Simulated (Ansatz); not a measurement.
Runs of Ansatz 0.2.0 on AlGaN2. The structure is tetragonal, space group P-4m2 (No. 115). Conventional cell: a = 3.141 Å, b = 3.141 Å, c = 4.424 Å, α = 90.00°, β = 90.00°, γ = 90.00°. Ga (site symmetry -4m2) has 4 N at 1.95 Å as nearest neighbours. Al (site symmetry -4m2) is surrounded by 4 N at 1.89 Å. N (site symmetry 2mm) has 2 Al at 1.89 Å and 2 Ga at 1.95 Å as nearest neighbours. The cell comes from a database or a generator and needn't be the stable form of this composition.

```tsv
task	level	cell	points for each segment of the path	gap on the mesh (eV)	pressure (GPa)	relaxed volume (Å³/atom)	largest force (eV/Å)
relaxation of cell and atoms	HSE06	relaxed	-	4.18	0.0	10.87	-
relaxation of cell and atoms	PBE0	relaxed	-	(b)	0.0	10.87	-
band structure	PBE0	as given	4	4.85	-0.8	-	(a)
band structure	HSE06	as given	4	4.15	-0.7	-	0.12
```

Alike in all rows: potentials or basis Ansatz PAW; no spin polarisation; k mesh 6 × 6 × 4; cutoff (eV) 420; smearing fermi-dirac 0.05 eV.

Problem. Fill in the values left out.

Solution. (a) 0.13; (b) 4.89.

Caveats: the PAW data sets come from PBE, with cores solved anew for the run's functional, which leaves a small shift of forces and pressure; the plane-wave basis is chosen anew once the cell has moved, so the energies of steps on either side of that aren't comparable (some runs); the thresholds are loose for stress (some runs).

A k mesh can miss the band edges, and the runs leave out spin-orbit coupling on Ga.
